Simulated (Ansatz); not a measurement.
Sb2S3: which input changes reach the field gradients?

Cell: a COD entry, taken as it stands.

Space group Pnma (No. 62); a = 11.3110, b = 3.8389, c = 11.2230 Å.

| site | Wyckoff | site symmetry | x | y | z |
| --- | --- | --- | --- | --- | --- |
| Sb1 | 4c | .m. | 0.4706 | 0.2500 | 0.3260 |
| Sb5 | 4c | .m. | 0.3506 | 0.7500 | 0.0360 |
| S9 | 4c | .m. | 0.2921 | 0.2500 | 0.1918 |
| S13 | 4c | .m. | 0.5498 | 0.7500 | 0.1230 |
| S17 | 4c | .m. | 0.3751 | 0.7500 | 0.4389 |

One atom of each set is listed.

Reference run. The numbers come from a DFT calculation in Ansatz (PBE, plane waves and PAW, scalar-relativistic, 420 eV cutoff, Γ-centred 3×7×3 k-points, Fermi–Dirac smearing 0.02 eV).

It gives V_zz (10²¹ V/m²) Sb5 -20.2 (η 0.02), S17 -13.28 (η 0.41), among others. Each of these runs changes the input as listed (caps on SCF iterations aside):

A. scf.convergence.dr2_threshold: not typed → -1e-06
B. kpoints.mp_grid.grid: [3, 7, 3] → [3, 6, 4]

**Question.** Which of these changes matter for the gradients?

**Answer.** 

```json
{"run": "A", "Sb5 V_zz (η)": "–", "S17 V_zz (η)": "–", "largest change of a gradient tensor, all atoms": "–", "note": "refused: invalid value for `scf.convergence.dr2_threshold`: must be finite and > 0"}
{"run": "B", "Sb5 V_zz (η)": "-20.2 (0.03)", "S17 V_zz (η)": "-13.29 (0.41)", "largest change of a gradient tensor, all atoms": "0.05", "note": "converged"}
```

Run B moves a gradient tensor by up to 0.05, on S13 (V_zz from 6.71 to 6.71); against its own size the tensor moves most on S9 among sites above 0.3 (by 0.05, V_zz from 4.93 to 4.95). Run A holds an SCF threshold far outside the usual range.

On the reference run: The largest force is 0.3 eV/Å, so the atoms aren't at the calculated equilibrium and relaxing them would move these values. Without spin–orbit coupling (the program notes it for Sb) the gradients are little affected as a rule: paired runs on crystals with a gap mostly move them by under 2 % at such atoms. With these PAW files V_zz is typically within 2 to 3 % of all-electron values, but misses above 10 % occur on Sb.
